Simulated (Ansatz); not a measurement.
**What internal relaxation does to the elastic constants of C**

Computed with DFT PBE, scalar-relativistic, plane waves, PAW (Ansatz 0.2.0). Plane waves to 420 eV; Γ-centred k mesh 14×14×14; fixed occupations. No spin polarisation.

Equilibrium structure at this level:
```yaml
crystal:
  lattice:
    - [0.00000, 2.13602, 4.37826]
    - [1.23323, 0.00000, 4.37826]
    - [1.23323, 2.13602, 0.00000]
  atoms:
    - { symbol: C, position: [0.16667, 0.83333, 0.16667] }
    - { symbol: C, position: [0.83333, 0.16667, 0.83333] }
```

The crystal is built of layers and no dispersion correction was added, so the binding between them is poorly described, and with it their spacing and whatever depends on it.

Clamped-ion constants (GPa, Voigt order; atoms follow the strain homogeneously):
```
824.5 123.8  -0.2   0.0   0.0   0.0
123.9 824.4  -0.2   0.0   0.0   0.0
 -0.2  -0.2   1.4   0.0   0.0   0.0
  0.0   0.0   0.0  -0.1   0.0   0.0
  0.0   0.0   0.0   0.0   0.2   0.0
  0.0   0.0   0.0   0.0   0.0 350.2
```

Task: What are the constants once the atoms relax in each strained cell?

Result:
C11 = 806.3, C12 = 142.0, C13 = -0.2, C22 = 806.2, C23 = -0.2, C33 = 1.4, C44 = -0.1, C55 = 0.2, C66 = 332.1 GPa; the others vanish.
The Voigt shear modulus goes from 171.9 to 164.6 GPa and the Voigt bulk modulus doesn't change. Relaxation subtracts ΛᵀK⁻¹Λ/V, with Λ the forces that a strain puts on the atoms and K the zone-centre force constants. At a stable cell this can only lower the diagonal constants, and it acts only for strains that share their symmetry with an optical mode; elsewhere, and where the coupling is weak, the constants hardly move.

This form isn't the element's structure at ambient conditions.

Cost: 2 runs of about 5.7 core-minutes in all, on Arm Neoverse V1 (shared hosts).